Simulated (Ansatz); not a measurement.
Write the native input for Ansatz 0.2.0 that does the following.

- Task: single point
- Functional: PBEsol
- Potentials or basis: Ansatz PAW
- Cutoff: 420 eV (not typed: the program's choice for these potentials)
- k mesh: 10 × 10 × 10
- Occupations: fermi-dirac, width 0.05 eV
- Spin: no spin polarisation

Crystal: CoO.

```
Co O
1.0
     1.60222    0.92504    2.56647
    -1.60222    0.92504    2.56647
     0.00000   -1.85008    2.56647
Co O
1 1
Direct
  0.99898 0.99898 0.99898
  0.75102 0.75102 0.75102
```

Measurements of this composition are mostly on another form, of space group No. 225.

One way to write it, as run:

input.yaml

```yaml
crystal:
  lattice:
    - [1.6022198417, 0.9250420569, 2.5664708903]
    - [-1.6022198417, 0.9250420569, 2.5664708903]
    - [0.0, -1.8500841138, 2.5664708903]
  atoms:
    - { symbol: Co, position: [0.99897832, 0.99897832, 0.99897832] }
    - { symbol: O, position: [0.75102103, 0.75102103, 0.75102103] }
hamiltonian:
  xc: pbesol
  pseudopotentials: { kind: paw }
kpoints:
  mp_grid: { grid: [10, 10, 10] }
scf:
  occupations: { method: fermi_dirac, width: 0.05 }
output:
  forces: true
  stress: true
  eigenvalues: true
```

Potentials or basis: Ansatz PAW.

Command:

```console
$ ansatz run input.yaml --threads 2 --pin off --max-ram 5632MiB --backend cpu --events-out ev --progress --plain --runs-dir out
```

Results of the run:

```
Pressure               : -21.7 GPa
Largest force          : 0.173 eV/Å
Band gap on the k mesh : none (metal or under the smearing width)
```

Caveat: the pressure holds a Pulay correction of +0.7 GPa for the finite cutoff; an odd number of electrons without spin polarisation forces a metal; a magnetic or distorted state may lie lower; the run has no spin polarisation, though such a crystal can be magnetic; semilocal functionals often make such compounds metallic where correlation or magnetic order opens a gap, which also shifts bond lengths; the PAW data sets come from PBE, with cores solved anew for the run's functional, which leaves a small shift of forces and pressure.

Run time: 1.8 s on 2 threads of Intel(R) Xeon(R) Platinum 8375C CPU @ 2.90GHz (Ice Lake), on a shared host, peak memory 0.41 GiB.
